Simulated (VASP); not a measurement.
Input of a VASP 6.6.1 run:

Contents of INCAR:

```
SYSTEM = MgB2
  ALGO = Fast
  EDIFF = 1E-8
  ENCUT = 520
  GGA = PE
  ISIF = 2
  ISMEAR = 0
  LASPH = .TRUE.
  LCHARG = .FALSE.
  LEFG = .TRUE.
  LREAL = .FALSE.
  LWAVE = .FALSE.
  NELM = 100
  PREC = Accurate
  SIGMA = 0.02
```

The input KPOINTS:

```
k-points
0
G
  10 10 8
  0 0 0
```

POSCAR

```
MgB2
1.0
    3.0850000000      0.0000000000      0.0000000000
   -1.5425000000      2.6716883707      0.0000000000
    0.0000000000      0.0000000000      3.5230000000
Mg B
1 2
Direct
    0.0000000000      0.0000000000      0.0000000000
    0.6666666667      0.3333333333      0.5000000000
    0.3333333333      0.6666666667      0.5000000000
```

Potentials or basis: VASP PAW PBE potentials, release 64 (Mg, B).

Command:

```bash
$ cat potpaw_PBE.64/Mg/POTCAR potpaw_PBE.64/B/POTCAR > POTCAR
$ mpirun -np 1 vasp_std > vasp.out
```

Problem. Estimate the pressure.

Solution. -1.1 GPa.

Problem. Estimate the band gap on the k mesh.

Solution. None (metal or under the smearing width).

Stress tensor (GPa, compression positive):
```
-0.80  0.00  0.00
 0.00 -0.80  0.00
 0.00  0.00 -1.75
```
